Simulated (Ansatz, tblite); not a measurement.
# CdSe with GFN1-xTB from a Python script

These are simulated results from tblite 0.8.0, not measurements. The cell was built from a prototype and was relaxed with r2SCAN in plane waves (Ansatz 0.2.0). Not every such cell is a known phase. All runs are without spin polarisation.

It is hexagonal, P6_3/mmc (No. 194); conventional cell a = 4.602 Å, c = 6.002 Å, 27.52 Å³ an atom. Around Cd lie 5 Se at 2.66–3.00 Å; around Se lie 5 Cd at 2.66–3.00 Å.

tblite solves periodic systems at the zone centre alone, so the script builds a cluster of 3×3×2 conventional cells (72 atoms), which folds in a coarse mesh of k points.

Input script:

```python
import json
from ase import Atoms
from ase.build import make_supercell
from ase.units import Bohr, GPa, Hartree
from tblite.interface import Calculator

atoms = Atoms(['Cd', 'Cd', 'Se', 'Se'],
              cell=[[4.6022437, 0.0, 0.0], [-2.30112185, 3.98565996, 0.0], [0.0, 0.0, 6.00162257]],
              scaled_positions=[[0.333333333, 0.666666667, 0.25], [0.666666667, 0.333333333, 0.75], [0.666666667, 0.333333333, 0.25], [0.333333333, 0.666666667, 0.75]],
              pbc=True)
cluster = make_supercell(atoms, [[3, 0, 0], [0, 3, 0], [0, 0, 2]])
calc = Calculator('GFN1-xTB', cluster.numbers, cluster.positions / Bohr, lattice=cluster.cell[:] / Bohr, periodic=cluster.pbc)
calc.set('temperature', 0.02 / Hartree)
calc.set('max-iter', 150)
res = calc.singlepoint()
levels = res.get('orbital-energies') * Hartree
nv = round(res.get('orbital-occupations').sum() / 2)
cells = len(cluster) // len(atoms)
out = {'energy_per_cell': res.get('energy') * Hartree / cells, 'homo': levels[nv - 1], 'lumo': levels[nv],
       'stress': (-res.get('virial') * Hartree / cluster.get_volume() / GPa).tolist(), 'charges': res.get('charges')[:len(atoms)].tolist(), 'electrons': 2 * nv / cells}
json.dump(out, open('results.json', 'w'))
for key, value in out.items():
    print(key, value)
```

Command: `python run.py`. It took 3.3 s on 1 thread of Arm Neoverse V1, on a shared host, peak memory 0.12 GiB.

The log:

```
------------------------------------------------------------
  cycle        total energy    energy error   density error
------------------------------------------------------------
      1     -152.9670687346  -1.5248713E+02   4.7784047E-01
      2     -150.5342579531   2.4328108E+00   3.1837286E-01
      3     -146.9376321969   3.5966258E+00   4.1904656E-01
      4     -154.1409122583  -7.2032801E+00   5.0378001E-02
      5     -154.1569309425  -1.6018684E-02   1.3685253E-02
      6     -154.1587605259  -1.8295834E-03   7.6875313E-03
      7     -154.1596139327  -8.5340683E-04   4.4449447E-03
      8     -154.1599835181  -3.6958538E-04   2.7846268E-04
      9     -154.1599863298  -2.8116798E-06   7.3190868E-05
     10     -154.1599864177  -8.7922388E-08   5.5539499E-05
     11     -154.1599864948  -7.7096075E-08   1.1521909E-05
------------------------------------------------------------

 total:                                   2.627 sec
energy_per_cell -233.05038344566492
homo -9.486166273026315
lumo -9.486166273025923
stress [[2.1475434584112425, 2.528973257904848e-05, -7.718630584060377e-07], [2.5289732579105913e-05, 2.147572643940209, 4.4563492369351317e-07], [-7.7186305842033e-07, 4.456349236936524e-07, -1.1295291183454412]]
charges [0.11918484713789634, 0.11918737375513566, -0.1192013694407127, -0.11918912590473114]
electrons 16.0
```

The cycle table is in hartree for the whole cluster, and the lines after it are in eV (the energy for one cell). The printed stress is in GPa and positive in compression, and the pressure is its mean diagonal.

GFN1-xTB gives no gap at the points read. On the same cell, plane-wave PBE (Ansatz, 6×6×4 k points and the special points) gives a gap of 0.24 eV and r2SCAN a gap of 0.72 eV; on shared hosts these took about 7.1 and 16 core-seconds on the 4-atom cell, against 3.3 for the script. Semilocal gaps usually lie below measured ones.

The same script was run on cells scaled at fixed shape and fractional coordinates:

```json
{"volume (Å³/atom)": "24.22", "energy (meV/atom)": "95.9", "pressure (GPa, positive in compression)": "9.13", "gap (eV)": "0.00"}
{"volume (Å³/atom)": "25.87", "energy (meV/atom)": "27.3", "pressure (GPa, positive in compression)": "4.44", "gap (eV)": "0.00"}
{"volume (Å³/atom)": "27.52", "energy (meV/atom)": "0.0", "pressure (GPa, positive in compression)": "1.06", "gap (eV)": "0.00"}
{"volume (Å³/atom)": "29.17", "energy (meV/atom)": "2.5", "pressure (GPa, positive in compression)": "-1.40", "gap (eV)": "0.00"}
{"volume (Å³/atom)": "30.82", "energy (meV/atom)": "26.7", "pressure (GPa, positive in compression)": "-3.19", "gap (eV)": "0.00"}
```

A Birch-Murnaghan fit puts the minimum at 28.17 Å³/atom, 2.3 % above the given cell, with a bulk modulus of 43.2 GPa at fixed shape.

xTB was fitted mostly to molecules, and a small cluster samples few k points, so gaps, pressures and kinks along a curve can be far from a solid's.

Spin-orbit coupling is left out.
